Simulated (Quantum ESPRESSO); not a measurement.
A run of Quantum ESPRESSO 7.5:

Contents of pw.in:

```
&CONTROL
  calculation = 'scf'
  prefix = 'pwscf'
  outdir = './tmp'
  pseudo_dir = './pseudo'
  tprnfor = .true.
  tstress = .true.
  disk_io = 'nowf'
/
&SYSTEM
  ibrav = 0
  nat = 12
  ntyp = 2
  ecutwfc = 55
  ecutrho = 440
  nbnd = 43
  occupations = 'smearing'
  smearing = 'fd'
  degauss = 0.00367493
/
&ELECTRONS
  conv_thr = 2.4d-09
  electron_maxstep = 120
  mixing_beta = 0.5
/
ATOMIC_SPECIES
Si    28.0850 Si.pbe-n-rrkjus_psl.1.0.0.UPF
O     15.9990 O.pbe-n-kjpaw_psl.0.1.UPF
CELL_PARAMETERS angstrom
   4.9820000000    0.0000000000    0.0000000000
   0.0000000000    4.9820000000    0.0000000000
   0.0000000000    0.0000000000    6.9630000000
ATOMIC_POSITIONS crystal
Si     0.8004190000    0.2004720000    0.7472390000
Si     0.6939490000    0.7055740000    0.5012060000
Si     0.2116870000    0.8013960000    0.2479660000
Si     0.2988170000    0.2912250000   -0.0017400000
O      0.0989780000    0.2357390000    0.8258630000
O      0.2689880000    0.6128330000    0.0631980000
O      0.9046190000    0.7596380000    0.3163180000
O      0.7354510000    0.3952230000    0.5724560000
O      0.6039350000    0.2614360000    0.9247680000
O      0.7634750000    0.8998430000    0.6780070000
O      0.3935460000    0.7331660000    0.4184260000
O      0.2435870000    0.1134980000    0.1780000000
K_POINTS automatic
6 6 4 0 0 0
```

Potentials or basis: SSSP 1.3 efficiency PBE.

The run is started by

```bash
$ OMP_NUM_THREADS=1 mpirun -n 2 pw.x -nk 2 -in pw.in > pw.out
```

Hardware: 2 MPI ranks on Arm Neoverse V2 (shared host).

Task: How long does it take, and how much memory?

Result: It took 4.5 min on 2 MPI ranks on Arm Neoverse V2 (shared host), peak memory 1.2 GiB a rank. Counts: scf iterations 11, k pools 2, bands 43, k points 76, g dense 181835.
